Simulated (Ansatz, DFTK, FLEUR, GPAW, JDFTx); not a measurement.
# Fitting the PBEsol energy curve of NaCl

The structure is cubic, space group Fm-3m (No. 225). Conventional cell: a = 5.588 Å, b = 5.588 Å, c = 5.588 Å, α = 90.00°, β = 90.00°, γ = 90.00°. Cl (site symmetry m-3m) has 6 Na at 2.79 Å as nearest neighbours. Na (site symmetry m-3m) is surrounded by 6 Cl at 2.79 Å.

The cell is a database's computed one, not the measured one.

The cell was scaled at fixed shape and fractions and run with JDFTx, PseudoDojo-SR-PBEsol-0.4.1-standard with smoothed tails, cutoff 1197 eV; PBEsol, k mesh 8 × 8 × 8 on the cell of 2 atoms, fermi-dirac occupations of 0.05 eV, no spin polarisation, no spin-orbit coupling. Energies are those that the program minimises, any entropy of the smearing included.

| V (Å³/atom) | energy over the lowest row (meV/atom) |
| --- | --- |
| 20.5039 | 9.198 |
| 20.9402 | 4.360 |
| 21.3764 | ? |
| 21.8127 | 0.000 |
| 22.2489 | 0.105 |
| 22.6852 | 1.518 |
| 23.1214 | 4.108 |

Question: Fit the third-order Birch-Murnaghan form, give V0, B0 and B′, and predict the energy left open.

Answer: With y = (V0/V)^(2/3), E = E0 + (9 V0 B0/16) [(y - 1)³ B′ + (y - 1)² (6 - 4y)]. Least squares through the rows shown give V0 = 21.9959 Å³/atom, E0 = -0.126 meV, B0 = 25.87 GPa (1 eV/Å³ = 160.218 GPa) and B′ = 4.64, with a largest miss of 0.002 meV. At V = 21.3764 the form with these constants gives 1.360 meV; the run gave 1.360 meV an atom. Other set-ups at this level, from all their volumes (Å³/atom, GPa): DFTK, PseudoDojo SR PBEsol 0.4.1 standard (PBEsol): V0 21.995, B0 25.77; FLEUR, all-electron, FLAPW: V0 21.982, B0 25.81; GPAW, PAW data sets generated for this functional: V0 22.028, B0 26.07; Ansatz, all-electron LAPW, scalar-relativistic: V0 21.979, B0 25.84.
